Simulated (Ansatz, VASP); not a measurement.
## Two plane-wave programs on KBr

INCAR

```
PREC = Accurate
ENCUT = 520
EDIFF = 1E-6
ISMEAR = 0
SIGMA = 0.05
LREAL = F
LASPH = T
NELM = 80
ALGO = Normal
ISIF = 2
LWAVE = F
LCHARG = F
GGA = PS
NBANDS = 15
```

KPOINTS

```
regular mesh
0
Gamma
  6 6 6
```

POSCAR

```
KBr
1.0
    0.0000000000      3.2748785852      3.1438834418
    3.2748785852      0.0000000000      3.1438834418
    3.2748785852      3.2748785852      0.0000000000
K Br
1 1
Direct
    0.0000000000      0.0000000000      0.0000000000
    0.5000000000      0.5000000000      0.5000000000
```

Input for Ansatz:

```yaml
crystal:
  lattice:
    - [0.0, 3.2748785852, 3.1438834418]
    - [3.2748785852, 0.0, 3.1438834418]
    - [3.2748785852, 3.2748785852, 0.0]
  atoms:
    - { symbol: K, position: [0.0, 0.0, 0.0] }
    - { symbol: Br, position: [0.5, 0.5, 0.5] }
basis:
  ecutwfc: 420
kpoints:
  mp_grid: { grid: [6, 6, 6] }
hamiltonian:
  xc: pbesol
scf:
  occupations: { method: gaussian, width: 0.05 }
output:
  forces: true
  stress: true
  eigenvalues: true
```

Change from the starting cell: strain +0.000 along x and y, -0.040 along z, atoms carried along.

Alike in both runs: task single point; functional PBEsol; k mesh 6 × 6 × 6; occupations gaussian, width 0.05 eV; no spin polarisation.

```csv
,VASP,Ansatz
version,VASP 6.6.1,Ansatz 0.2.0
potentials or method,"VASP PAW PBE potentials, release 64 (K_sv, Br)","scalar-relativistic, plane waves, PAW"
plane-wave cutoff (eV),520,420
valence electrons in the cell,16,16
```

|  | VASP | Ansatz | Ansatz less VASP |
| --- | --- | --- | --- |
| gap on the k mesh at the Fermi level (eV) | 4.41 | 4.41 | +0.004 |
| least direct gap on the mesh (eV) | 4.41 | 4.41 | +0.004 |
| pressure (GPa) | 0.9 | 0.8 | -0.07 |
| largest component of the traceless stress (GPa) | 1.20 | 1.18 | -0.025 |

The functional is the same, so the differences come from potentials, cutoffs and numerics.

Caveats: the PAW data sets were made with another functional, which shifts forces and pressure a little (VASP).
